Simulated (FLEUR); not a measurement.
Runs of FLEUR MaX-R8.1 (later development tree) on AgCl (Chlorargyrite). Symmetry: Fm-3m, No. 225, cubic system. The conventional cell has a = 5.470 Å, b = 5.470 Å, c = 5.470 Å, α = 90.00°, β = 90.00°, γ = 90.00°. Ag (site symmetry m-3m) has 6 Cl at 2.73 Å as nearest neighbours. Around Cl (site symmetry m-3m) lie 6 Ag at 2.73 Å. 

| task | level | gmax | muffin-tin radii | max iterations | mixing factor | mixer | kmax | gap on the mesh (eV) |
| --- | --- | --- | --- | --- | --- | --- | --- | --- |
| band structure | LDA | 14.8 1/bohr | Ag 2.66, Cl 2.05 bohr | 60 | 0.05 | Anderson | 4.78 1/bohr | 0.62 |
| band structure | RPBE | 14.8 1/bohr | Ag 2.66, Cl 2.05 bohr | 60 | 0.05 | Anderson | 4.78 1/bohr | (b) |
| single point | PBE | 15.3 1/bohr | Ag 2.65, Cl 1.99 bohr | 60 | 0.05 | Anderson | 4.92 1/bohr | 0.91 |
| band structure | AM05 | 14.8 1/bohr | Ag 2.66, Cl 2.05 bohr | 60 | 0.05 | Anderson | 4.78 1/bohr | 0.85 |
| band structure | BLYP | 14.8 1/bohr | Ag 2.66, Cl 2.05 bohr | 60 | 0.05 | Anderson | 4.78 1/bohr | (a) |

Alike in all rows: potentials or basis all-electron, FLAPW; no spin polarisation; cell as given; k mesh 8 × 8 × 8; smearing fermi-dirac 0.05 eV.

Problem. Estimate the missing entries.

Solution. (a) 0.96; (b) 1.26.

A k mesh can miss the band edges, and the runs leave out spin-orbit coupling on Ag.

Not every run made on this cell is shown here.
